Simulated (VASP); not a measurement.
The system is MnO.

```
CELL_PARAMETERS angstrom
0.00000 2.22200 2.22200
2.22200 0.00000 2.22200
2.22200 2.22200 0.00000
ATOMIC_POSITIONS crystal
Mn 0.00000 0.00000 0.00000
O 0.50000 0.50000 0.50000
```

Base run:

| Quantity | Value |
| --- | --- |
| Program | VASP 6.6.1 |
| Functional | r2SCAN |
| Potentials or basis | VASP PAW PBE potentials, release 64 (Mn_pv, O) |
| Cutoff | 520 eV |
| k mesh | 7 × 7 × 7 |
| Occupations | fermi-dirac, width 0.05 eV |
| Spin | collinear spin, ferromagnetic start |
| Starting moments | [4.0, 0.0] μB |
| Hubbard terms | Mn d U = 2 eV |

Its results: band gap on the k mesh 0.52 eV, indirect (least direct gap 3.19 eV); pressure 2.4 GPa; net moment 5.00 μB per cell; site moments Mn +4.61; O +0.19 μB.

Q: The run is repeated on the same cell with these changes: hubbard terms from Mn d U = 2 eV to Mn d U = 4 eV. What comes out?

A: Band gap on the k mesh 0.96 eV, indirect (least direct gap 3.22 eV); pressure 3.7 GPa; net moment 5.00 μB per cell; site moments Mn +4.66; O +0.15 μB.

Caveats: the PAW data sets were made with another functional, which shifts forces and pressure a little; an odd mesh through Γ misses points on the zone boundary, where band edges often lie; a cell with one magnetic atom can't hold antiferromagnetic order, which such compounds often take.
